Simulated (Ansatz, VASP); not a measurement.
## Two plane-wave programs on InGaAs2

Contents of INCAR:

```
SYSTEM = InGaAs2
PREC = Accurate
ENCUT = 520
EDIFF = 1E-7
ISMEAR = -1
SIGMA = 0.05
LREAL = .False.
LASPH = .True.
NELM = 100
ALGO = Normal
ISIF = 2
LWAVE = .False.
LCHARG = .False.
GGA = PS
NBANDS = 26
```

KPOINTS

```
regular mesh
0
Gamma
  6 6 5
  0 0 0
```

POSCAR

```
InGaAs2
1.0
    4.2805996983      0.0000000000      0.0000000000
    0.0000000000      4.2805996983      0.0000000000
    0.0000000000      0.0000000000      6.0406063132
In As Ga
1 2 1
Direct
    0.0000000000      0.0000000000      0.5000000000
    0.0000000000      0.5000000000      0.2315250000
    0.5000000000      0.0000000000      0.7684750000
    0.5000000000      0.5000000000      0.0000000000
```

The input input.yaml:

```yaml
crystal:
  lattice:
    - [4.2805996983, 0.0, 0.0]
    - [0.0, 4.2805996983, 0.0]
    - [0.0, 0.0, 6.0406063132]
  atoms:
    - { symbol: In, position: [0.0, 0.0, 0.5] }
    - { symbol: As, position: [0.0, 0.5, 0.231525] }
    - { symbol: As, position: [0.5, 0.0, 0.768475] }
    - { symbol: Ga, position: [0.5, 0.5, 0.0] }
hamiltonian:
  xc: pbesol
  pseudopotentials: { kind: paw }
kpoints:
  mp_grid: { grid: [6, 6, 5] }
scf:
  occupations: { method: fermi_dirac, width: 0.05 }
output:
  forces: true
  stress: true
  eigenvalues: true
  write_density: true
  write_potential: true
  elf: true
  volumetric_format: npy
```

Change from the starting cell: volume scaled by 1.04.

Alike in both runs: task single point; functional PBEsol; k mesh 6 × 6 × 5; occupations fermi-dirac, width 0.05 eV; no spin polarisation.

|  | VASP | Ansatz |
| --- | --- | --- |
| version | VASP 6.6.1 | Ansatz 0.2.0 |
| potentials or method | VASP PAW PBE potentials, release 64 (In_d, As, Ga_d) | Ansatz PAW |
| plane-wave cutoff (eV) | 520 | 420 |
| valence electrons in the cell | 36 | 56 |

```csv
,VASP,Ansatz,Ansatz less VASP
gap on the k mesh at the Fermi level (eV),none,none,-
pressure (GPa),-4.3,-4.4,-0.08
largest component of the traceless stress (GPa),0.14,0.14,0.000
```

A gap of «none» marks a metal or a gap that the smearing closes. The two sets of potentials don't hold the same shells in valence.

Caveats: the PAW data sets were made with another functional, which shifts forces and pressure a little (VASP); the PAW data sets come from PBE, with cores solved anew for the run's functional, which leaves a small shift of forces and pressure (Ansatz).
